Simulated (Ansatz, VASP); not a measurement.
# One calculation of SiC, two programs

```xyz
8
Lattice="2.9344 0.0000 0.0000 -1.4672 2.5413 0.0000 0.0000 0.0000 10.0758" Properties=species:S:1:pos:R:3 pbc="T T T"
Si    1.4672    0.8471    9.4494
Si    0.0000    1.6942    4.4115
Si    0.0000    0.0000    6.9311
Si    0.0000    0.0000    1.8932
C     1.4672    0.8471    7.5550
C     0.0000    1.6942    2.5171
C     0.0000    0.0000    5.0425
C     0.0000    0.0000    0.0046
```

Alike in both runs: task single point; functional PBEsol; k mesh 12 × 12 × 4; occupations gaussian, width 0.05 eV; no spin polarisation.

|  | VASP | Ansatz |
| --- | --- | --- |
| version | VASP 6.6.1 | Ansatz 0.2.0 |
| potentials or method | VASP PAW PBE potentials, release 64 (Si, C) | scalar-relativistic, plane waves, PAW |
| plane-wave cutoff (eV) | 520 | 520 |
| valence electrons in the cell | 32 | 32 |

```csv
,VASP,Ansatz,Ansatz less VASP
gap on the k mesh at the Fermi level (eV),1.85,1.86,+0.011
least direct gap on the mesh (eV),3.15,3.17,+0.017
pressure (GPa),26.9,26.5,-0.38
largest component of the traceless stress (GPa),22.08,21.92,-0.159
rms of the force components (eV/Å),0.391,0.388,-0.0034
```

Atom by atom the forces differ by 0.003 eV/Å (rms over components). Ansatz warned: «pseudo_functional_mismatch».

Caveats: so large a pressure means that the cell lies far from this level's equilibrium, or that cutoff or potentials fall short (VASP); the potentials were made for another functional, which shifts forces and pressure (VASP). A k mesh can miss the band edges.
